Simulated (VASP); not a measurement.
# ZnS (F-43m): a series in uniaxial stress along [001], part 2 of 2

Wanted: the response of ZnS to uniaxial stress along [001], as a table, with a fit that predicts a row left out.

VASP 6.6.1, plane waves and PAW; the level of theory is named at each step.

So far: The structure; Relax the crystal, LDA; Strain across the axis, LDA; Band edges, HSE06.

## Step 5: The table

Hybrid runs start from orbitals of a short LDA run, not shown.

Runs beyond LDA use the data sets made with LDA; this shifts their levels slightly, and their total energies have another zero.

The other members went through these steps as far as the tables show, with the same cutoff and, step by step, the same mesh; 44 runs are not shown. The session took 2.9 core hours (wall time by ranks) on a shared machine.

```
strain along the axis (%)  strain across the axis (%)  stress along the axis, tension positive (GPa)  energy above the unstrained row (meV/atom)  gap on the mesh, LDA (eV)
                   -2.000                       0.759                                         -1.183                                       1.466                      2.106
                   -1.500                       0.563                                         -0.898                                       0.837                      2.118
                   -1.000                       0.369                                         -0.604                                       0.385                      2.129
                   -0.500                       0.176                                         -0.302                                       0.103                      2.140
                        0                      -0.015                                          0.007                                       0.000                      2.151
                    0.500                      -0.204                                          0.323                                       0.076                      2.137
                    1.000                      -0.392                                          0.646                                       0.341                      2.122
                    1.500                      -0.577                                          0.976                                       0.790                      2.107
                    2.000                      -0.761                                          1.310                                       1.422                      2.091
```

Slopes at zero strain, from cubics through all rows: strain ratio -0.380, stress over strain 63 GPa.

Band edges at HSE06, counted from the valence-band top at Γ, with one row partly withheld:

```
strain along the axis (%)  gap (eV)  conduction band at Γ (eV)  Δ or X valley along z (eV)  Δ or X valley along x (eV)  lowest conduction level at L, [111] (eV)  lowest conduction level at L, [-111] (eV)  second valence level below the top (eV)  third valence level below the top (eV)
                   -2.000     3.588                      3.588                       4.080                       4.238                                     4.619                                      4.619                                    0.100                                   0.100
                   -1.500     3.599                      3.600                       4.124                       4.242                                     4.638                                      4.638                                    0.075                                   0.075
                   -1.000     3.611                      3.611                       4.168                       4.247                                     4.656                                      4.656                                    0.051                                   0.051
                   -0.500     3.622                      3.622                       4.214                       4.253                                     4.673                                      4.673                                    0.025                                   0.025
                        0     3.633                      3.633                       4.260                       4.259                                     4.688                                      4.688                                    0.000                                   0.001
                    0.500     3.618                      3.618                       4.281                       4.240                                     4.676                                      4.676                                    0.000                                   0.027
                    1.000         ?                          ?                       4.302                       4.222                                     4.662                                      4.662                                    0.000                                   0.054
                    1.500     3.587                      3.587                       4.323                       4.203                                     4.646                                      4.646                                    0.000                                   0.082
                    2.000     3.571                      3.571                       4.345                       4.185                                     4.628                                      4.628                                    0.000                                   0.110
```

Conduction masses, in electron masses:

```
strain along the axis (%)  conduction mass at Γ, along the strain axis or the normal of the plane  conduction mass at Γ, across the strain axis or in the plane
                   -2.000                                                                   0.205                                                         0.204
                   -1.500                                                                   0.205                                                         0.204
                   -1.000                                                                   0.204                                                         0.204
                   -0.500                                                                   0.204                                                         0.204
                        0                                                                   0.204                                                         0.204
                    0.500                                                                   0.203                                                         0.204
                    1.000                                                                   0.203                                                         0.203
                    1.500                                                                   0.203                                                         0.204
                    2.000                                                                   0.202                                                         0.203
```

## Step 6: Working out the slope

The quantity to fit is the conduction level at Γ above the mean of the three top valence levels at HSE06: 3.655, 3.650, 3.645, 3.639, 3.634, 3.627, 3.615, 3.608 eV in the rows shown.

Fitting a parabola to the 8 known rows (e: strain in %) gives E = − 5.61e-4 e² − 0.01182 e + 3.633 in eV; the residuals are 6.3e-5 eV r.m.s.

At e = 1 this predicts 3.6211 eV.

## Step 7: Checking the prediction

The calculation gives 3.6211 eV, so the prediction is right to the last digit shown.

## Step 8: Results

- Poisson ratio: 0.380
- Young's modulus along the axis: 63 GPa
- gap of the unstrained cell, HSE06: 3.63 eV
- slope at zero strain of the conduction level at Γ above the mean of the three top valence levels, HSE06: -12 meV per %
- error of the predicted row: 0.0 meV
- valence shear potential |b|, HSE06: 1.27 eV

**Reading.** As a check, the curvature of the energy gives 63 GPa for the same modulus (energy per volume = E/2 × strain²), 0 % from the slope of the stress. At HSE06 the lowest conduction valley is Γ throughout, and the gap runs between 3.57 and 3.63 eV. Without spin-orbit coupling the three valence levels split by 3|b| times the difference of the strains; the rows within 1 % give |b| = 1.27 eV. Hole masses are left out throughout, since the top bands are degenerate or cross in many series; of conduction masses, those of the Γ, L and (for Si and Ge under (001) strain) Δ valleys are kept where they change by under an eighth between rows. A measured gap of unstrained ZnS is 3.85 eV (arxiv:0911.5022, direct gap E0 at Gamma, 19 K); the static gaps here belong to the lattice relaxed at LDA. HSE06 ran on a coarser mesh than the semilocal levels. Spin-orbit coupling is left out at HSE06, so the valence splittings there lack it. Δ or X levels are the lowest on their line, refined by a parabola unless they lie at X; the gap is read from all points sampled and can differ from the lowest valley by some meV, or by tens of meV where strain moves the valence top off Γ. Temperature, zero-point motion and excitons are left out.

[Lines on the potential files, build, host, timing and source positions are cut from VASP's logs without a mark.]

[Logs are printed without paths, hosts, clocks, repeated set-up lines and the standing remarks that a program may print on its own settings, such as how far it seeks lower states.]

[Hosts, paths, dates, database ids (printed as entryN), source tags and the programs' standing remarks are cut or masked in the printed files.]

[In band tables of VASP the shares of atoms and orbitals are scaled to a sum of 1 inside the atoms' spheres.]
